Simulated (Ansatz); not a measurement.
**C: holes, doping and thermopower**

Plane-wave DFT in Ansatz, PBEsol, scalar-relativistic PAW potentials, cutoff 420 eV, no spin-orbit coupling; no spin polarisation. C in space group P6_3/mmc. Boltzmann transport at 300 K in rigid bands with one relaxation time, bands interpolated from the k mesh 12×12×6; values are means over x, y, z.

| holes (cm⁻³) | size of S (μV/K) | σ/τ (Ω⁻¹ m⁻¹ s⁻¹) |
| --- | --- | --- |
| 10^18 | 470.1 | 5.36e+16 |
| 10^19 | ? | 5.35e+17 |
| 10^20 | 106.6 | 5.29e+18 |
| 10^21 | 26.2 | 4.9e+19 |

Problem. Take the lowest doping as non-degenerate: get the effective density of states and the masses, and predict the missing S.

Solution. For parabolic bands and one τ, |S| = (k_B/e)(5/2 − η) with k_B/e = 86.17 μV/K and n = N e^η. The first row gives η = -2.96, N = 1.92×10¹⁹ cm⁻³ and, from N = 2.509×10¹⁹ cm⁻³ × m_d^(3/2), a density-of-states mass of 0.84 mₑ (all valleys and bands together). σ/τ = ne²/m_c gives a conductivity mass of 0.53 mₑ; m_d is 1.6 times m_c, the sign of several valleys, several bands or anisotropy. A decade of doping costs (k_B/e) ln 10 = 198.4 μV/K, which predicts 272 μV/K; the run gave 275.3. There η is about -0.7, where Fermi statistics begin to count, but their first corrections to η and to the mean carrier energy nearly cancel, so the rule still holds. At 10^21 cm⁻³ the rule would give -125 μV/K against 26.2: the gas is degenerate there. Scattering that depends on energy changes the 5/2, and whether such doping can be reached wasn't computed.

Cost: about 1.3 core-minutes for the runs cited, on Intel Xeon 6975P-C (Granite Rapids) (shared hosts).

The thermopower falls at every step of doping because it measures the entropy carried per hole: as the Fermi level moves towards and into the valence band, the carriers sit closer to it in energy. The loss is logarithmic only while the gas is dilute; by 10^20 cm⁻³ Pauli blocking already keeps S above the classical line. σ/τ grows almost in proportion to the hole count, but lags slightly at 10^21 cm⁻³, which suggests a heavier average conductivity mass deeper in the band. The space group fits both graphite and hexagonal diamond, but a thermopower of 470.1 μV/K needs a gap that suppresses compensating electrons, so this is probably the sp³ form, with holes in C–C bonding states of mainly p character. Among the sampled dopings with a computed S, S²σ/τ is largest at 10^20 cm⁻³, the usual compromise between entropy per carrier and carrier number. That doesn't make the material a good thermoelectric, since stiff bonds and light atoms normally give sp³ carbon a very high lattice thermal conductivity.
